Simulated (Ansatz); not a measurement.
# Energy landscape near a MgS structure

Level of theory: DFT PBE, scalar-relativistic, plane waves, PAW (Ansatz).

Settings: cutoff 420 eV, Γ-centred mesh 8×8×8 on the computed 2-atom cell, Gaussian smearing of 0.02 eV; no spin polarisation.

Reference cell:

```yaml
crystal:
  lattice:
    - [0.00000, 2.83312, 2.83312]
    - [2.83312, 0.00000, 2.83312]
    - [2.83312, 2.83312, 0.00000]
  atoms:
    - { symbol: Mg, position: [0.00000, 0.00000, 0.00000] }
    - { symbol: S, position: [0.75000, 0.75000, 0.75000] }
```

Each variant moves atoms of this cell by the vectors given, if any (Å), and then applies a symmetric strain (tensor components, Cartesian axes). The reference cell isn't relaxed at this level. Energies are per atom at zero smearing, counted from the lowest variant. Pressure is positive in compression.

1. no strain; moves: Mg1 (0.034, -0.131, 0.180)
2. strain (xx yy zz yz xz xy, %) -2.74 -2.74 -2.74 4.00 4.00 -4.00; moves: Mg1 (-0.035, -0.035, 0.035); S2 (0.035, 0.035, -0.035)
3. strain (xx yy zz yz xz xy, %) 2.80 2.80 2.80 0.00 0.00 0.00
4. strain (xx yy zz yz xz xy, %) -0.82 -0.82 0.68 -0.37 -0.37 0.79; moves: Mg1 (0.041, 0.041, -0.015); S2 (-0.041, -0.041, 0.015)
5. strain (xx yy zz yz xz xy, %) 1.06 1.06 1.06 0.00 0.00 0.00
6. strain (xx yy zz yz xz xy, %) 2.96 2.96 2.96 4.00 4.00 -4.00; moves: Mg1 (-0.035, -0.035, 0.035); S2 (0.035, 0.035, -0.035)
7. no strain; moves: S2 (-0.104, -0.105, -0.024)
8. strain (xx yy zz yz xz xy, %) -0.60 -0.60 -0.60 0.00 0.00 0.00

```tsv
result	ΔE (meV/atom)	P (GPa)	largest force (eV/Å)	gap on mesh (eV)
A	0.0	-0.82	0.00	3.30
B	29.4	1.45	0.78	3.25
C	89.7	7.05	0.64	3.26
D	15.8	-3.20	0.00	3.06
E	3.9	2.04	0.00	3.54
F	19.6	1.73	0.66	3.36
G	80.5	2.32	1.61	3.19
H	55.7	-3.27	0.09	2.60
```

(1) Which variant gave which result?

Answers

(1) A is 5, B is 7, C is 2, D is 3, E is 8, F is 4, G is 1, H is 6.

This zinc-blende form isn't the usual stable structure of the compound.